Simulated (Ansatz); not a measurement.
C:

```
C
1.0
     0.00000    1.78337    1.78337
     1.78337    0.00000    1.78337
     1.78337    1.78337    0.00000
C
2
Direct
  0.75000 0.75000 0.75000
  0.50000 0.50000 0.50000
```

This isn't the form of C at room conditions, which is graphite.

```yaml
Program: Ansatz 0.2.0
Task: relaxation of cell and atoms
Functional: revPBE
Dispersion: D3(BJ)
Potentials_or_basis: SPMS NC
Cutoff: 1034 eV
Density_cutoff: 4136 eV
k_mesh: 11 × 11 × 11
Occupations: methfessel-paxton, width 0.1 eV
Spin: no spin polarisation
```

At the start: pressure -7.2 GPa; volume 5.67 Å³/atom.

Task: Where does the relaxation end?

Result: Over 3 steps the energy falls by 2.2 meV/atom and the volume is 5.58 Å³/atom (-1.7 %); space group Fd-3m (No. 227, to 0.05 Å).

The path:
```csv
step,energy change (eV),largest force (eV/Å),pressure (GPa),volume (Å³)
1,0.0000,0.0000,-7.25,11.34
2,-0.0024,0.0000,-4.91,11.28
3,-0.0043,0.0000,0.12,11.15
```

Final structure:
```xyz
2
Lattice="0.0000 1.7733 1.7733 1.7733 0.0000 1.7733 1.7733 1.7733 0.0000" Properties=species:S:1:pos:R:3 pbc="T T T"
C     2.6600    2.6600    2.6600
C     1.7733    1.7733    1.7733
```

Caveat: the potentials were made for another functional, which shifts forces and pressure; the pressure holds a Pulay correction of +0.9 GPa for the finite cutoff.
